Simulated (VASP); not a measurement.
Runs of VASP 6.6.1 on Al. All rows change the cell; the cell of one of them follows. It takes space group I4/mmm (No. 139, tetragonal). Conventional cell: a = 3.339 Å, b = 3.339 Å, c = 2.875 Å, α = 90.00°, β = 90.00°, γ = 90.00°. Around Al (site symmetry 4/mmm) lie 10 Al at 2.76 to 2.88 Å. This isn't the form of Al at room conditions, which is fcc.

```tsv
cell	gap on the mesh (eV)	pressure (GPa)
volume 16.025 Å^3 an atom, c/a of the conventional cell 0.8612	none	4.4
volume 15.574 Å^3 an atom, c/a of the conventional cell 1.2513	none	(a)
volume 16.025 Å^3 an atom, c/a of the conventional cell 1.1612	none	3.8
volume 16.928 Å^3 an atom, c/a of the conventional cell 1.2513	none	-1.2
```

Alike in all rows: task single point; level PBE; potentials or basis VASP PAW PBE potentials, release 64 (Al); no spin polarisation; k mesh 22 × 22 × 22; cutoff (eV) 520; smearing gaussian 0.15 eV.

**Question.** Fill in the values left out.

**Answer.** (a) 5.9.

A gap of «none» marks a metal or a gap under the smearing width.
